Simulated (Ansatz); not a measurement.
# SiC: the cost of one run

Program: Ansatz 0.2.0. Level of theory: DFT PBE, scalar-relativistic, plane waves, PAW. These are calculated values, not measurements.

2 further runs of the same task are left out: 2 set aside as unsound or not needed.

## (1) Starting point

Symmetry: P6_3mc, No. 186, hexagonal system. Conventional cell: a = 3.092 Å, b = 3.092 Å, c = 5.074 Å, α = 90.00°, β = 90.00°, γ = 120.00°. Around Si (site symmetry 3m) lie 4 C at 1.89 to 1.91 Å. Around C (site symmetry 3m) lie 4 Si at 1.89 to 1.91 Å.

Coordinates:

```xyz
4
Lattice="3.0919 0.0000 0.0000 -1.5460 2.6777 0.0000 0.0000 0.0000 5.0743" Properties=species:S:1:pos:R:3 pbc="T T T"
Si    0.0000    0.0000   -0.0021
C     0.0000    0.0000    1.9050
Si    0.0000    1.7851    2.5350
C     0.0000    1.7851    4.4421
```

The cell was made up by rule, so the compound may not exist in this form.

It is the result of an earlier relaxation at this level (volume 10.50 Å³/atom; gap on the mesh: 2.31 eV).

## (2) The stacking ABC (kkk)

Close-packed layers are stacked in the order given (tetrahedral net, a letter for each double layer) and fully relaxed; h and k in a name mark layers with hexagonal and cubic surroundings. Energies count from the base stacking, -443.5773 eV an atom.

The cell holds 3 Si, 3 C: a = 3.092 Å, b = 3.092 Å, c = 7.611 Å, α = 90.00°, β = 90.00°, γ = 120.00°.

## (3) Relaxing it

input.yaml reads:

```yaml
crystal:
  lattice:
    - [3.0919380094, 0.0, 0.0]
    - [-1.5459690047, 2.677696863, 0.0]
    - [0.0, 0.0, 7.6114353069]
  atoms:
    - { symbol: Si, position: [0.0, 0.0, 0.0] }
    - { symbol: C, position: [0.0, 0.0, 0.25] }
    - { symbol: Si, position: [0.3333333333, 0.6666666667, 0.3333333333] }
    - { symbol: C, position: [0.3333333333, 0.6666666667, 0.5833333333] }
    - { symbol: Si, position: [0.6666666667, 0.3333333333, 0.6666666667] }
    - { symbol: C, position: [0.6666666667, 0.3333333333, 0.9166666667] }
basis:
  ecutwfc: 420
kpoints:
  mp_grid: { grid: [12, 12, 4] }
hamiltonian:
  xc: pbe
scf:
  occupations: { method: gaussian, width: 0.02 }
output:
  forces: true
  stress: true
  eigenvalues: true
  populations: true
relax:
  adjacent_minimum: "off"
  f_tol: 0.01
  max_steps: 45
  cell: { stress_tol: 0.05 }
```

Run with:

```bash
ansatz run input.yaml --threads 1 --pin off --max-ram 2560MiB --backend cpu --events-out ev --progress --plain --runs-dir out
```

**Question.** How long does this run take on 1 thread of Arm Neoverse V2, shared host, and how much memory does it need?

About 39 s, with a peak of 0.38 GiB.
